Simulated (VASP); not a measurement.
## BeTe in VASP 6.6.1, single-point calculation

INCAR

```
LREAL = .FALSE.
NBANDS = 11
ISYM = 1
ALGO = Conjugate
ADDGRID = .TRUE.
SIGMA = 0.01
PREC = Accurate
IBRION = -1
LWAVE = .FALSE.
NSW = 0
LCHARG = .FALSE.
ISMEAR = 0
NELM = 120
ISIF = 2
EDIFF = 1E-7
LASPH = .TRUE.
METAGGA = R2SCAN
ENCUT = 520
```

KPOINTS

```
KPOINTS created by Atomic Simulation Environment
0
Gamma
8 8 8
0 0 0
```

POSCAR

```
Be Te
 1.0000000000000000
     0.0000000000000000    2.8144805042000001    2.8144805042000001
     2.8144805042000001    0.0000000000000000    2.8144805042000001
     2.8144805042000001    2.8144805042000001    0.0000000000000000
 Be  Te
   1   1
Cartesian
  0.0000000000000000  0.0000000000000000  0.0000000000000000
  1.4072402521000000  1.4072402521000000  1.4072402521000000
```

The recommended PBE PAW datasets give the neutral cell 8 valence electrons.

Command

```
mpirun -np 1 vasp_std
```

Task: Predict the outcome of this run.

Result: It converged. Results: gap between bands v and c on the k mesh 2.33 eV; least direct gap on the k mesh 4.01 eV; pressure 1.1 GPa. Band v is the last that the valence electrons fill when counted band by band, and c is the next.

OSZICAR

```
N       E                     dE             d eps       ncg     rms           ort
DAV:   1    -0.197273697702E+01   -0.19727E+01   -0.38179E+03   319   0.667E+02
DAV:   2    -0.305150044015E+02   -0.28542E+02   -0.27391E+02   319   0.971E+01
DAV:   3    -0.317751361586E+02   -0.12601E+01   -0.12581E+01   319   0.217E+01
DAV:   4    -0.317872155122E+02   -0.12079E-01   -0.12078E-01   319   0.244E+00
DAV:   5    -0.317873882800E+02   -0.17277E-03   -0.17276E-03   319   0.270E-01
SDA:   6    -0.306260062575E+02    0.11614E+01   -0.17276E-03   319   0.111E+00   0.000E+00
CGA:   7    -0.306737398478E+02   -0.47734E-01   -0.47355E-01   319   0.146E-01   0.169E-02
CGA:   8    -0.306809602875E+02   -0.72204E-02   -0.71985E-02   319   0.236E-02   0.790E-04
CGA:   9    -0.306820218702E+02   -0.10616E-02   -0.10572E-02   319   0.304E-03   0.223E-04
CGA:  10    -0.306821636592E+02   -0.14179E-03   -0.14202E-03   319   0.433E-04  -0.121E-05
CGA:  11    -0.306821830657E+02   -0.19407E-04   -0.19510E-04   319   0.664E-05  -0.633E-06
CGA:  12    -0.306821855735E+02   -0.25078E-05   -0.24314E-05   319   0.821E-06   0.114E-05
SDA:  13    -0.306821858400E+02   -0.26651E-06   -0.27543E-06   319   0.199E-06   0.363E-06
SDA:  14    -0.306821859195E+02   -0.79441E-07   -0.74277E-07   319   0.548E-07   0.779E-07
   1 F= -.30682186E+02 E0= -.30682186E+02  d E =-.576177E-18
```

For comparison, a separate r²SCAN run of the intended cell, on usual settings and not on those above, gives a gap of 2.33 eV on its mesh and a pressure of 1.1 GPa.
